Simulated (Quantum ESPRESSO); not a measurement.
PbS (Galena): equation of state with r2SCAN

Crystal: PbS (Galena).

```
Pb S
1.0
     0.00000    2.96575    2.96575
     2.96575    0.00000    2.96575
     2.96575    2.96575    0.00000
Pb S
1 1
Direct
  0.00000 0.00000 0.00000
  0.50000 0.50000 0.50000
```

```
Program             : Quantum ESPRESSO 7.5
Task                : equation of state
Functional          : r2SCAN
Potentials or basis : SG15 PBE 1.2
Cutoff              : 762 eV
Density cutoff      : 3048 eV
k mesh              : 6 × 6 × 6
Occupations         : fermi-dirac, width 0.05 eV
Spin                : no spin polarisation
```

```
Equilibrium volume                      : 26.12 Å³/atom
Bulk modulus                            : 61 GPa
Pressure derivative of the bulk modulus : 4.4
```

Energy against volume, from the lowest point:
| volume (Å³/atom) | energy (meV/atom) |
| --- | --- |
| 24.521 | 20.90 |
| 25.042 | 9.15 |
| 25.564 | 2.34 |
| 26.086 | 0.00 |
| 26.607 | 1.64 |
| 27.129 | 6.87 |
| 27.651 | 15.30 |

All runs of the series together: 7.6 min on 4 threads of AMD EPYC 7R43 64-Core Processor (Zen 3), with other jobs on the host.

Caveat: the potentials were made for another functional, which shifts forces and pressure. Spin-orbit coupling is left out, which matters for the levels of Pb.
